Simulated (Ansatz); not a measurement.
The cell is built from the diamond type as a first guess.

An input for Sb and the output that it gave: DFT, PBE, PAW with Ansatz's default frozen-core files, scalar-relativistic (Ansatz 0.2.0).

Command: `ansatz run input.yaml --threads 1 --pin off --max-ram 2048MiB --backend cpu --events-out ev --progress --plain --runs-dir out` The run took 22 s on 1 thread of Arm Neoverse V2 (shared host).

```yaml
crystal:
  lattice:
    - [0.0, 3.2195088072, 3.2195088072]
    - [3.2195088072, 0.0, 3.2195088072]
    - [3.2195088072, 3.2195088072, 0.0]
  atoms:
    - { symbol: Sb, position: [0.0, 0.0, 0.0] }
    - { symbol: Sb, position: [0.25, 0.25, 0.25] }
kpoints:
  mp_grid: { grid: [10, 10, 10] }
scf:
  occupations: { method: fermi_dirac, width: 0.05 }
hamiltonian:
  xc: pbe
  pseudopotentials: { kind: paw }
output:
  forces: true
  stress: true
relax:
  f_tol: 0.005
  max_steps: 80
  cell: {}
```

The log:

```
Engine: ansatz 0.2.0
Pseudopotentials: kind: paw
Pseudopotential: Sb, paw, valence charge 15, recommended cutoff 420 eV (normal)
Functional definition: PBE
  parameter kappa = 0.804
  parameter beta = 0.06672455060314922
  exchange = pbe_x(kappa = kappa, mu = beta*pi^2/3)
  correlation = pbe_c(beta = beta)
Crystal: 2 atoms, lattice volume = 66.742 Å³
Basis set: ecut = 420 eV, 1291 PW (Γ), exchange–correlation on 64×64×64 points (8 copies of the dense FFT grid, shifted against one another)
Bands: 19, of which v1, the nominal top of the filled ones, is band 15 counted from 1 (14 counted from 0)
Symmetry: 48 space group operations
Space group: Fd-3m (ITA 227), of the structure as read, at distance tolerance 4.1e-5 Å
k-points: 47 of 1000
Non-local potential: Sb, projectors of the file, l = 0: 2, l = 1: 2, l = 2: 2, l = 3: 2
PAW form: soft (Blöchl's): semilocal exchange-correlation on the pseudo side does not see the compensation charge
PAW one-centre angular grid: Sb, 590 points (default); XC on 64 Gauss nodes
Initial density: superposition of atomic densities (neutral atoms: chi_scale 0, normalization atom), corrected by the library's trained network
Initial wavefunctions: pseudopotential atomic-orbital guess
Functional: x = pbe(κ = 0.804, μ = 0.2195149727645171), c = pbe(β = 0.06672455060314922)
SCF iter   1: F=—  HF=-12967.772296 eV  |F-HF|=—  |Δ(HF+E_count)|=         —  Δρ=7.67e-4  dr2=1.98e-4  ethr=1.77e-3  ⟨swp⟩=6.4  Hψ=4787  notcnv=0
preconditioner: auto → LDOS  [metal: Δε(μ)=0.023 eV  Ē_g=8.836 eV  σ=0.050 eV  W_gap=0.12  n_scr=14 (ndim 8)  ℏωp=14.4 eV  f_vac=0.043  D(μ)=1.90/eV (n_scr^D=14)  β→1.0]
SCF iter   2: F=—  HF=-12967.772084 eV  |F-HF|=—  |Δ(HF+E_count)|=   2.11e-4  Δρ=8.45e-4  dr2=2.87e-4  ethr=6.59e-7  ⟨swp⟩=2.6  Hψ=2110  notcnv=0
SCF iter   3: F=—  HF=-12967.771918 eV  |F-HF|=—  |Δ(HF+E_count)|=   1.66e-4  Δρ=1.72e-4  dr2=1.12e-5  ethr=6.59e-7  ⟨swp⟩=2.0  Hψ=1603  notcnv=0
SCF iter   4: F=—  HF=-12967.771923 eV  |F-HF|=—  |Δ(HF+E_count)|=   5.19e-6  Δρ=2.46e-5  dr2=3.13e-7  ethr=3.73e-8  ⟨swp⟩=2.0  Hψ=1605  notcnv=0
iter 5 did not close the SCF: its close was put off for the readings that it lacked (scf_convergence_deferred on its scf_iter line)
SCF iter   5: F=-12967.771923 eV  HF=-12967.771923 eV  |F-HF|=6.70e-9  |Δ(HF+E_count)|=   6.89e-8  Δρ=8.75e-6  dr2=4.16e-8  ethr=1.04e-9  ⟨swp⟩=3.0  Hψ=1617  notcnv=0
SCF iter   6: F=-12967.771923 eV  HF=-12967.771923 eV  |F-HF|=3.57e-10  |Δ(HF+E_count)|=   5.24e-9  Δρ=1.04e-6  dr2=1.12e-9  ethr=1.39e-10  ⟨swp⟩=2.1  Hψ=3199  notcnv=0
SCF 1 converged in 6 iterations: F = -12967.771923 eV  dr2 = 1.12e-9
  greatest PAW one-centre occupation: 0.996 electrons in one spin orbital (limit 2), on the Sb atom at site 1 (counted from 0), in its partial waves of l = 2
relax step   1: F+E_penalty+E_count = -12967.77192317 eV  Δ(F+E_penalty+E_count) = +0.000e0 eV  max|allowed force component| = 7.401e-17 eV/Å  Δτ_max = 0.0000 Å  P = +12.484 GPa  Ω = 66.742 Å³  (6 SCF iters, dr2 threshold 1.00e-7 eV, accepted)
Crystal: 2 atoms, lattice volume = 76.987 Å³
Basis set: ecut = 420 eV, 1459 PW (Γ), exchange–correlation on 64×64×64 points (8 copies of the dense FFT grid, shifted against one another)
Initial density: handed on by an earlier stage of this run
Initial wavefunctions: those handed on with the density
iter 1 solved again at ethr=8.79e-6 eV; its pass at ethr=3.10e-3 eV (dr2=2.64e-3 eV) is discarded
SCF iter   1: F=—  HF=-12968.267916 eV  |F-HF|=—  |Δ(HF+E_count)|=         —  Δρ=1.85e-3  dr2=2.67e-3  ethr=8.79e-6  ⟨swp⟩=2.5  Hψ=6735  notcnv=0
preconditioner: auto → LDOS  [metal: Δε(μ)=0.067 eV  Ē_g=8.225 eV  σ=0.050 eV  W_gap=0.31  n_scr=14 (ndim 8)  ℏωp=13.4 eV  f_vac=0.104  D(μ)=2.01/eV (n_scr^D=14)  β→1.0]
SCF iter   2: F=—  HF=-12968.268314 eV  |F-HF|=—  |Δ(HF+E_count)|=   3.98e-4  Δρ=3.97e-4  dr2=1.91e-4  ethr=8.79e-6  ⟨swp⟩=2.0  Hψ=1040  notcnv=0
SCF iter   3: F=—  HF=-12968.268333 eV  |F-HF|=—  |Δ(HF+E_count)|=   1.86e-5  Δρ=1.62e-4  dr2=2.19e-5  ethr=6.36e-7  ⟨swp⟩=2.5  Hψ=1621  notcnv=0
SCF iter   4: F=—  HF=-12968.268335 eV  |F-HF|=—  |Δ(HF+E_count)|=   2.42e-6  Δρ=8.73e-5  dr2=7.11e-6  ethr=7.30e-8  ⟨swp⟩=2.0  Hψ=1605  notcnv=0
SCF iter   5: F=-12968.268333 eV  HF=-12968.268332 eV  |F-HF|=3.88e-7  |Δ(HF+E_count)|=   2.80e-6  Δρ=1.40e-5  dr2=1.23e-7  ethr=6.67e-10  ⟨swp⟩=3.9  Hψ=3786  notcnv=0
SCF 2 converged in 5 iterations: F = -12968.268333 eV  dr2 = 1.23e-7
relax step   2: F+E_penalty+E_count = -12968.26833265 eV  Δ(F+E_penalty+E_count) = -4.964e-1 eV  max|allowed force component| = 7.772e-16 eV/Å  Δτ_max = 0.0000 Å  P = +3.989 GPa  Ω = 76.987 Å³  energy of the carried Pulay correction = -1.853e-3 eV  (5 SCF iters, dr2 threshold 2.00e-7 eV, accepted)
Crystal: 2 atoms, lattice volume = 82.952 Å³
Basis set: ecut = 420 eV, 1639 PW (Γ), exchange–correlation on 64×64×64 points (8 copies of the dense FFT grid, shifted against one another)
iter 1 solved again at ethr=3.48e-6 eV; its pass at ethr=3.10e-3 eV (dr2=1.04e-3 eV) is discarded
SCF iter   1: F=—  HF=-12968.355263 eV  |F-HF|=—  |Δ(HF+E_count)|=         —  Δρ=8.41e-4  dr2=8.85e-4  ethr=3.48e-6  ⟨swp⟩=2.9  Hψ=6595  notcnv=0
preconditioner: auto → LDOS  [metal: Δε(μ)=0.074 eV  Ē_g=7.932 eV  σ=0.050 eV  W_gap=0.34  n_scr=14 (ndim 8)  ℏωp=12.9 eV  f_vac=0.141  D(μ)=1.80/eV (n_scr^D=14)  β→1.0]
SCF iter   2: F=—  HF=-12968.355217 eV  |F-HF|=—  |Δ(HF+E_count)|=   4.64e-5  Δρ=2.26e-4  dr2=8.57e-5  ethr=2.95e-6  ⟨swp⟩=1.8  Hψ=957  notcnv=0
SCF iter   3: F=—  HF=-12968.355209 eV  |F-HF|=—  |Δ(HF+E_count)|=   7.70e-6  Δρ=6.37e-5  dr2=8.75e-6  ethr=2.86e-7  ⟨swp⟩=2.0  Hψ=1126  notcnv=0
SCF iter   4: F=-12968.355210 eV  HF=-12968.355210 eV  |F-HF|=2.35e-7  |Δ(HF+E_count)|=   9.26e-7  Δρ=1.33e-5  dr2=1.23e-7  ethr=6.67e-10  ⟨swp⟩=4.0  Hψ=3758  notcnv=0
SCF 3 converged in 4 iterations: F = -12968.355210 eV  dr2 = 1.23e-7
relax step   3: F+E_penalty+E_count = -12968.35521015 eV  Δ(F+E_penalty+E_count) = -8.688e-2 eV  max|allowed force component| = 4.256e-16 eV/Å  Δτ_max = 0.0000 Å  P = +0.889 GPa  Ω = 82.952 Å³  energy of the carried Pulay correction = -2.816e-3 eV  (4 SCF iters, dr2 threshold 2.00e-7 eV, accepted)
Crystal: 2 atoms, lattice volume = 84.836 Å³
iter 1 solved again at ethr=3.43e-7 eV; its pass at ethr=3.10e-3 eV (dr2=1.03e-4 eV) is discarded
SCF iter   1: F=—  HF=-12968.360600 eV  |F-HF|=—  |Δ(HF+E_count)|=         —  Δρ=2.45e-4  dr2=8.65e-5  ethr=3.43e-7  ⟨swp⟩=3.0  Hψ=6325  notcnv=0
preconditioner: auto → LDOS  [metal: Δε(μ)=0.097 eV  Ē_g=7.854 eV  σ=0.050 eV  W_gap=0.42  n_scr=14 (ndim 8)  ℏωp=12.7 eV  f_vac=0.144  D(μ)=1.72/eV (n_scr^D=14)  β→1.0]
SCF iter   2: F=—  HF=-12968.360584 eV  |F-HF|=—  |Δ(HF+E_count)|=   1.56e-5  Δρ=7.17e-5  dr2=8.79e-6  ethr=2.88e-7  ⟨swp⟩=1.8  Hψ=959  notcnv=0
SCF iter   3: F=—  HF=-12968.360584 eV  |F-HF|=—  |Δ(HF+E_count)|=   3.22e-8  Δρ=2.23e-5  dr2=9.30e-7  ethr=2.93e-8  ⟨swp⟩=2.0  Hψ=1084  notcnv=0
SCF iter   4: F=-12968.360584 eV  HF=-12968.360584 eV  |F-HF|=9.43e-8  |Δ(HF+E_count)|=   4.72e-8  Δρ=1.43e-5  dr2=1.07e-7  ethr=6.67e-10  ⟨swp⟩=5.0  Hψ=3451  notcnv=0
SCF 4 converged in 4 iterations: F = -12968.360584 eV  dr2 = 1.07e-7
relax step   4: F+E_penalty+E_count = -12968.36058434 eV  Δ(F+E_penalty+E_count) = -5.374e-3 eV  max|allowed force component| = 6.106e-16 eV/Å  Δτ_max = 0.0000 Å  P = +0.086 GPa  Ω = 84.836 Å³  energy of the carried Pulay correction = -3.104e-3 eV  (4 SCF iters, dr2 threshold 2.00e-7 eV, accepted)
Crystal: 2 atoms, lattice volume = 85.043 Å³
Basis set: ecut = 420 eV, 1687 PW (Γ), exchange–correlation on 64×64×64 points (8 copies of the dense FFT grid, shifted against one another)
iter 1 solved again at ethr=2.55e-8 eV; its pass at ethr=3.10e-3 eV (dr2=7.66e-6 eV) is discarded
SCF iter   1: F=—  HF=-12968.360616 eV  |F-HF|=—  |Δ(HF+E_count)|=         —  Δρ=2.79e-5  dr2=1.08e-6  ethr=2.55e-8  ⟨swp⟩=3.0  Hψ=5531  notcnv=0
preconditioner: auto → LDOS  [metal: Δε(μ)=0.096 eV  Ē_g=7.847 eV  σ=0.050 eV  W_gap=0.42  n_scr=14 (ndim 8)  ℏωp=12.7 eV  f_vac=0.144  D(μ)=1.71/eV (n_scr^D=14)  β→1.0]
SCF iter   2: F=—  HF=-12968.360610 eV  |F-HF|=—  |Δ(HF+E_count)|=   5.78e-6  Δρ=1.07e-5  dr2=2.01e-7  ethr=3.61e-9  ⟨swp⟩=2.1  Hψ=1606  notcnv=0
SCF iter   3: F=—  HF=-12968.360610 eV  |F-HF|=—  |Δ(HF+E_count)|=   3.14e-8  Δρ=7.46e-6  dr2=3.39e-8  ethr=6.71e-10  ⟨swp⟩=2.0  Hψ=1604  notcnv=0
SCF iter   4: F=-12968.360610 eV  HF=-12968.360610 eV  |F-HF|=2.18e-11  |Δ(HF+E_count)|=   1.06e-8  Δρ=1.30e-6  dr2=2.67e-9  ethr=6.20e-11  ⟨swp⟩=4.0  Hψ=3089  notcnv=0
SCF 5 converged in 4 iterations: F = -12968.360610 eV  dr2 = 2.67e-9
relax step   5: F+E_penalty+E_count = -12968.36061024 eV  Δ(F+E_penalty+E_count) = -2.590e-5 eV  max|allowed force component| = 6.661e-16 eV/Å  Δτ_max = 0.0000 Å  P = +0.002 GPa  Ω = 85.043 Å³  energy of the carried Pulay correction = -3.135e-3 eV  (4 SCF iters, dr2 threshold 1.86e-8 eV, accepted)
Basis set: ecut = 420 eV, 1687 PW (Γ), exchange–correlation on 72×72×72 points (8 copies of the dense FFT grid, shifted against one another)
Initial wavefunctions: pseudopotential atomic-orbital guess (no wavefunctions were taken with the density)
iter 1 solved again at ethr=3.33e-7 eV; its pass at ethr=3.10e-3 eV (dr2=1.00e-4 eV) is discarded
SCF iter   1: F=—  HF=-12968.365392 eV  |F-HF|=—  |Δ(HF+E_count)|=         —  Δρ=1.22e-4  dr2=2.33e-6  ethr=3.33e-7  ⟨swp⟩=2.9  Hψ=6894  notcnv=0
preconditioner: auto → LDOS  [metal: Δε(μ)=0.095 eV  Ē_g=7.846 eV  σ=0.050 eV  W_gap=0.42  n_scr=14 (ndim 8)  ℏωp=12.7 eV  f_vac=0.148  D(μ)=1.70/eV (n_scr^D=14)  β→1.0]
SCF iter   2: F=—  HF=-12968.365425 eV  |F-HF|=—  |Δ(HF+E_count)|=   3.29e-5  Δρ=2.41e-5  dr2=3.19e-7  ethr=7.77e-9  ⟨swp⟩=2.0  Hψ=1610  notcnv=0
SCF iter   3: F=—  HF=-12968.365425 eV  |F-HF|=—  |Δ(HF+E_count)|=   9.03e-8  Δρ=7.40e-6  dr2=1.87e-8  ethr=1.06e-9  ⟨swp⟩=2.0  Hψ=1604  notcnv=0
SCF iter   4: F=—  HF=-12968.365425 eV  |F-HF|=—  |Δ(HF+E_count)|=   5.45e-8  Δρ=1.17e-6  dr2=8.04e-10  ethr=6.24e-11  ⟨swp⟩=2.0  Hψ=1608  notcnv=0
SCF iter   5: F=—  HF=-12968.365425 eV  |F-HF|=—  |Δ(HF+E_count)|=   1.61e-9  Δρ=1.74e-7  dr2=3.08e-11  ethr=2.68e-12  ⟨swp⟩=2.0  Hψ=1606  notcnv=0
SCF iter   6: F=-12968.365425 eV  HF=-12968.365425 eV  |F-HF|=0.00e0  |Δ(HF+E_count)|=  9.09e-12  Δρ=1.52e-8  dr2=3.86e-13  ethr=1.00e-12  ⟨swp⟩=6.1  Hψ=3882  notcnv=0
SCF 6 converged in 6 iterations: F = -12968.365425 eV  dr2 = 3.86e-13
relax step   6: F+E_penalty+E_count = -12968.36542460 eV  Δ(F+E_penalty+E_count) = -4.814e-3 eV  max|allowed force component| = 6.291e-16 eV/Å  Δτ_max = 0.0000 Å  P = +0.123 GPa  Ω = 85.043 Å³  stress off target by 1.23e-1 GPa  SCF on the basis re-selected at this cell (its energy is not comparable with the rows above)  (6 SCF iters)
basis re-selected at this cell: Δ(F+E_penalty+E_count) = -4.814e-3 eV, ΔP = +0.121 GPa vs the last step (what re-selecting the basis moved, of the pressure what is left beyond the Pulay correction that the steps carried, after the strain that the cell walked since its last selection, with what the two solves' SCF thresholds leave and, on support functions, any second-order correction that the steps lacked; it is no measure of the basis error at this ecutwfc). The dense FFT grid was sized anew with the basis: this SCF ran on 36×36×36 points, the steps before it on 32×32×32, so part of this shift can come from that change (see relax.cell in the input reference). This SCF's stress stands 1.23e-1 GPa from its target on what of the cell is left free (relax.cell.stress_tol is 5.00e-2 GPa) and its largest allowed force component is 6.29e-16 eV/Å (relax.f_tol is 5.00e-3 eV/Å): not within both, so this SCF does not close the relaxation
Crystal: 2 atoms, lattice volume = 85.349 Å³
iter 1 solved again at ethr=6.69e-8 eV; its pass at ethr=3.10e-3 eV (dr2=2.01e-5 eV) is discarded
SCF iter   1: F=—  HF=-12968.365510 eV  |F-HF|=—  |Δ(HF+E_count)|=         —  Δρ=3.71e-5  dr2=2.14e-6  ethr=6.69e-8  ⟨swp⟩=3.0  Hψ=5545  notcnv=0
preconditioner: auto → LDOS  [metal: Δε(μ)=0.094 eV  Ē_g=7.833 eV  σ=0.050 eV  W_gap=0.41  n_scr=14 (ndim 8)  ℏωp=12.7 eV  f_vac=0.149  D(μ)=1.69/eV (n_scr^D=14)  β→1.0]
SCF iter   2: F=—  HF=-12968.365510 eV  |F-HF|=—  |Δ(HF+E_count)|=   9.11e-7  Δρ=1.08e-5  dr2=2.16e-7  ethr=7.12e-9  ⟨swp⟩=2.0  Hψ=964  notcnv=0
SCF iter   3: F=-12968.365510 eV  HF=-12968.365510 eV  |F-HF|=1.96e-9  |Δ(HF+E_count)|=   9.54e-9  Δρ=2.76e-6  dr2=1.41e-8  ethr=1.27e-10  ⟨swp⟩=5.0  Hψ=2964  notcnv=0
SCF 7 converged in 3 iterations: F = -12968.365510 eV  dr2 = 1.41e-8
relax step   7: F+E_penalty+E_count = -12968.36550954 eV  Δ(F+E_penalty+E_count) = -8.495e-5 eV  max|allowed force component| = 1.665e-16 eV/Å  Δτ_max = 0.0000 Å  P = +0.011 GPa  Ω = 85.349 Å³  energy of the carried Pulay correction = -4.215e-5 eV  (3 SCF iters, dr2 threshold 3.80e-8 eV, accepted)
iter 1 solved again at ethr=2.66e-7 eV; its pass at ethr=3.10e-3 eV (dr2=7.97e-5 eV) is discarded
SCF iter   1: F=—  HF=-12968.365550 eV  |F-HF|=—  |Δ(HF+E_count)|=         —  Δρ=3.83e-6  dr2=1.34e-8  ethr=2.66e-7  ⟨swp⟩=3.0  Hψ=6935  notcnv=0
eigensolver tolerance schedule: the retry pair's looser diagonalisation over-reported the residual by 5936.70 of it (diagonalisation noise at 1.04 of the residual, at the tolerance the schedule requests for it); recorded, not acted on — ethr = c·dr2/N_el stays at c = 1.0e-1
preconditioner: auto → LDOS  [metal: Δε(μ)=0.094 eV  Ē_g=7.834 eV  σ=0.050 eV  W_gap=0.41  n_scr=14 (ndim 8)  ℏωp=12.7 eV  f_vac=0.148  D(μ)=1.69/eV (n_scr^D=14)  β→1.0]
SCF iter   2: F=—  HF=-12968.365549 eV  |F-HF|=—  |Δ(HF+E_count)|=   3.82e-7  Δρ=1.89e-6  dr2=3.92e-9  ethr=4.47e-11  ⟨swp⟩=3.3  Hψ=1969  notcnv=0
SCF iter   3: F=—  HF=-12968.365549 eV  |F-HF|=—  |Δ(HF+E_count)|=  9.28e-10  Δρ=1.44e-6  dr2=1.40e-9  ethr=1.31e-11  ⟨swp⟩=2.0  Hψ=1604  notcnv=0
SCF iter   4: F=—  HF=-12968.365549 eV  |F-HF|=—  |Δ(HF+E_count)|=  7.97e-10  Δρ=2.67e-7  dr2=2.06e-11  ethr=4.65e-12  ⟨swp⟩=2.0  Hψ=1604  notcnv=0
SCF iter   5: F=-12968.365549 eV  HF=-12968.365549 eV  |F-HF|=0.00e0  |Δ(HF+E_count)|=  1.82e-11  Δρ=2.84e-8  dr2=4.09e-13  ethr=1.00e-12  ⟨swp⟩=5.9  Hψ=3547  notcnv=0
SCF 8 converged in 5 iterations: F = -12968.365549 eV  dr2 = 4.09e-13
relax step   8: F+E_penalty+E_count = -12968.36554937 eV  Δ(F+E_penalty+E_count) = -3.982e-5 eV  max|allowed force component| = 3.516e-16 eV/Å  Δτ_max = 0.0000 Å  P = +0.010 GPa  Ω = 85.349 Å³  stress off target by 9.92e-3 GPa  SCF on the basis re-selected at this cell (its energy is not comparable with the rows above)  (5 SCF iters)
basis re-selected at this cell: Δ(F+E_penalty+E_count) = -3.982e-5 eV, ΔP = -0.001 GPa vs the last step (what re-selecting the basis moved, of the pressure what is left beyond the Pulay correction that the steps carried, after the strain that the cell walked since its last selection, with what the two solves' SCF thresholds leave and, on support functions, any second-order correction that the steps lacked; it is no measure of the basis error at this ecutwfc). This SCF's stress stands 9.92e-3 GPa from its target on what of the cell is left free (relax.cell.stress_tol is 5.00e-2 GPa) and its largest allowed force component is 3.52e-16 eV/Å (relax.f_tol is 5.00e-3 eV/Å): within both
SCF converged after 5 iterations
Free energy (F): -12968.365549 eV
Harris-Foulkes:  -12968.365549 eV  (|F-HF|=0.00e0)
Internal energy: -12968.352272 eV  (E = F + TS)
E sigma→0 (E₀):  -12968.358910 eV
Entropy (-TS):   -0.013278 eV (-6.639 meV/atom)
Fermi energy:    5.803431 eV
--- Per-component energies (eV) ---
  E_band       = -456.708130
  E_kinetic    = 411.673123
  E_local      = -3947.678399  (includes V_loc(G=0)·N_el)
  E_nonlocal   = 722.883080
  E_hartree    = 1766.256453
  E_xc         = -275.452082
  E_vxc        = -190.363183  (∫ρ·V_xc dr)
  E_paw        = -9148.875720  (= ΣΔE_a)
  E_vpaw       = -985.735673  (= ΣTr[D̂ρ^β])
  E_aug_tail   = -0.000003  (compensation charges beyond the density's cutoff)
  E_ewald      = -2497.158723
  E_smearing   = -0.013278  (= −TS)
  E_closure    = 0.000000  (closes the sum)
  Σ components = -12968.365549   (vs F -12968.365549, Δ=0.00e0)
--- Forces (eV/Å), atoms counted from 1 ---
  atom   1  Sb    -0.00000000    -0.00000000    -0.00000000
  atom   2  Sb     0.00000000     0.00000000    -0.00000000
  max |Σ_I F_I| component: 2.59e-16 eV/Å
--- Stress (GPa, compression-positive) ---
        0.009915       0.000000      -0.000000
       -0.000000       0.009915      -0.000000
       -0.000000      -0.000000       0.009915
  P = ⅓ Tr σ = 0.0099 GPa (0.099 kbar)
--- Relaxed structure (6 steps of the walk, 6 accepted, 2 SCFs on fresh bases) ---
  F+E_penalty+E_count = -12968.36554937 eV   max|allowed force component| = 3.516e-16 eV/Å   (the final SCF, on the basis selected at the relaxed cell)
  cell:  # Å, volume = 85.3486 Å³
    - [-5.697261011337215e-33, 3.4945307668730794, 3.4945307668730794]
    - [3.4945307668730794, -1.487213555045567e-33, 3.4945307668730794]
    - [3.4945307668730794, 3.4945307668730794, -3.8788519600417673e-33]
  atoms:
    - { symbol: Sb, position: [1.1122895462613838e-33, -6.424484718181996e-34, -5.041133013588008e-34] }
    - { symbol: Sb, position: [0.25, 0.25, 0.25] }
```
